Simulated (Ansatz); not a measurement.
Mo: equation of state with PBEsol

Crystal: Mo.

```
Mo
1.0
    -1.58381    1.58381    1.58381
     1.58381   -1.58381    1.58381
     1.58381    1.58381   -1.58381
Mo
1
Direct
  0.00000 0.00000 0.00000
```

```yaml
Program: Ansatz 0.2.0
Task: equation of state
Functional: PBEsol
Potentials_or_basis: Ansatz PAW
Cutoff: 420 eV
Density_cutoff: 1680 eV
k_mesh: 12 × 12 × 12
Occupations: fermi-dirac, width 0.05 eV
Spin: no spin polarisation
```

```json
{
 "Equilibrium volume": "15.32 Å³/atom",
 "Bulk modulus": "283 GPa",
 "Pressure derivative of the bulk modulus": "4.3"
}
```

Energy against volume, from the lowest point:
```tsv
volume (Å³/atom)	energy (meV/atom)
14.938	8.52
15.256	0.00
15.574	3.41
15.892	17.52
16.209	41.19
16.527	73.45
16.845	113.39
```

All runs of the series together: 5.7 s on 2 threads of Arm Neoverse V1, on a shared host.
